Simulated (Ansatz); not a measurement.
Write the native input for Ansatz 0.2.0 that does the following.

* Task: single point
* Functional: PBE
* Potentials or basis: all-electron LAPW, scalar-relativistic
* Cutoff: 159 eV (chosen from the basis error)
* Basis error allowed: 0.001 eV/atom
* k mesh: 9 × 9 × 9
* Occupations: gaussian, width 0.018 eV
* Spin: no spin polarisation

Crystal: Bi.

```
CELL_PARAMETERS angstrom
-1.98143 1.98143 1.98143
1.98143 -1.98143 1.98143
1.98143 1.98143 -1.98143
ATOMIC_POSITIONS crystal
Bi 0.00000 0.00000 0.00000
```

This isn't the form of Bi at room conditions, which is rhombohedral.

These files were run (other wordings do the same):

input.yaml

```yaml
crystal:
  lattice:
    - [-1.9814305318, 1.9814305318, 1.9814305318]
    - [1.9814305318, -1.9814305318, 1.9814305318]
    - [1.9814305318, 1.9814305318, -1.9814305318]
  atoms:
    - { symbol: Bi, position: [0.0, 0.0, 0.0] }
kpoints:
  mp_grid: { grid: [9, 9, 9] }
scf:
  occupations: { method: gaussian, width: 0.018 }
hamiltonian:
  xc: pbe
  pseudopotentials: { kind: all_electron, lapw: { basis_error: 0.001 } }
output:
  forces: true
  stress: true
  eigenvalues: true
```

Potentials or basis: all-electron LAPW, scalar-relativistic.

Command:

```bash
$ ansatz run input.yaml --threads 1 --pin off --max-ram 3072MiB --backend cpu --events-out ev --progress --plain --runs-dir out
```

It gave:

```
Pressure               : 0.9 GPa
Band gap on the k mesh : none (metal or under the smearing width)
```

Caveat: spin-orbit coupling is left out, which moves the levels of the heavy elements.

Run time: 3.4 s on 1 thread of Arm Neoverse V1 (shared host), peak memory 0.23 GiB.
